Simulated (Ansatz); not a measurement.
# AlP: the cost of one run

Computed with Ansatz 0.2.0 (DFT r²SCAN, frozen-core PAW, scalar-relativistic unless said, unless a step's input says otherwise).

The COD entry's cell or inner coordinates are ideal or old and differ from later refinements, so a difference from it is no clean test against experiment.

### 1 The structure to begin with

It takes space group F-43m (No. 216, cubic). Conventional cell: a = 5.451 Å, b = 5.451 Å, c = 5.451 Å, α = 90.00°, β = 90.00°, γ = 90.00°. Al (site symmetry -43m) has 4 P at 2.36 Å as nearest neighbours. Around P (site symmetry -43m) lie 4 Al at 2.36 Å.

Coordinates:

```cif
data_structure
_symmetry_space_group_name_H-M 'P 1'
_symmetry_Int_Tables_number 1
_cell_length_a 3.8544
_cell_length_b 3.8544
_cell_length_c 3.8544
_cell_angle_alpha 60.000
_cell_angle_beta 60.000
_cell_angle_gamma 90.000
_cell_volume 40.49
loop_
_atom_site_label
_atom_site_type_symbol
_atom_site_fract_x
_atom_site_fract_y
_atom_site_fract_z
_atom_site_occupancy
Al1 Al 0.00000 0.00000 0.00000 1
P1 P 0.75000 0.25000 0.50000 1
```

Cartesian axes are those of the input's lattice vectors. The structure goes back to a database entry.

### 2 Cell and atoms relaxed, PAW

input.yaml reads:

```yaml
crystal:
  lattice:
    - [2.7255, 2.7255, 0.0]
    - [-2.7255, 2.7255, 0.0]
    - [0.0, 2.7255, 2.7255]
  atoms:
    - { symbol: Al, position: [0.0, 0.0, 0.0] }
    - { symbol: P, position: [0.75, 0.25, 0.5] }
kpoints:
  mp_grid: { grid: [12, 12, 12] }
scf:
  occupations: { method: fermi_dirac, width: 0.1 }
hamiltonian:
  xc: r2scan
  pseudopotentials: { kind: paw }
relax:
  f_tol: 0.002
  max_steps: 80
  cell: {}
output:
  forces: true
  stress: true
  write_density: true
  write_potential: true
  elf: true
  volumetric_format: npy
```

Command:

```sh
> ansatz run input.yaml --threads 1 --pin off --max-ram 3072MiB --backend cpu --events-out ev --progress --plain --runs-dir out
```

What time and memory should one allow on 1 thread of Intel Xeon 6975P-C (Granite Rapids), shared host?

About 12 s, with a peak of 0.52 GiB.
